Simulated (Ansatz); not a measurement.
**Pb: stiffness from a series of strains**

```
CELL_PARAMETERS angstrom
0.00000 3.43900 3.43900
3.43900 0.00000 3.43900
3.43900 3.43900 0.00000
ATOMIC_POSITIONS crystal
Pb 0.00000 0.00000 0.00000
Pb 0.25000 0.25000 0.25000
```

Atoms are numbered in the order listed.

The cell is the one relaxed in the Materials Project (mp-1247117), not relaxed further here; entries there can be hypothetical.

No spin–orbit coupling, which matters for the heavy atoms here.

Level of theory: DFT, PBE, all-electron LAPW, scalar-relativistic in Ansatz 0.2.0.

Sampling and basis: a Γ-centred 8×8×8 k mesh, Fermi–Dirac smearing of 0.05 eV, basis error target 0.25 meV/atom, no spin polarisation.

The strain is applied along the Cartesian axes of the cell as listed (γ is the engineering shear, twice εxy = εyz = εzx). Fractional coordinates are held (clamped ions).

σ is the change of stress from the unstrained cell, which is at 2.37 GPa; tension is positive, so slopes are stress–strain coefficients at that pressure. In a metal the k mesh adds noise.

Only quantities that a quadratic follows smoothly over the whole series are listed; rougher ones are left out.

```csv
γ,σxy (GPa)
-0.0300,-1.19
-0.0200,-0.77
-0.0100,-0.38
0.0000,0.00
0.0200,0.70
0.0300,1.02
```

Fit the series and read off the stiffness at zero strain.

Least-squares fits y = p0 + p1 x + p2 x² to the rows give σxy (GPa): p1 = 36.8, p2 = -94. So C44 (clamped ions) = 37 GPa.

One run, at γ = 0.0100, is withheld. Predict its row.

The fits give 0.36; the run gave 0.36.
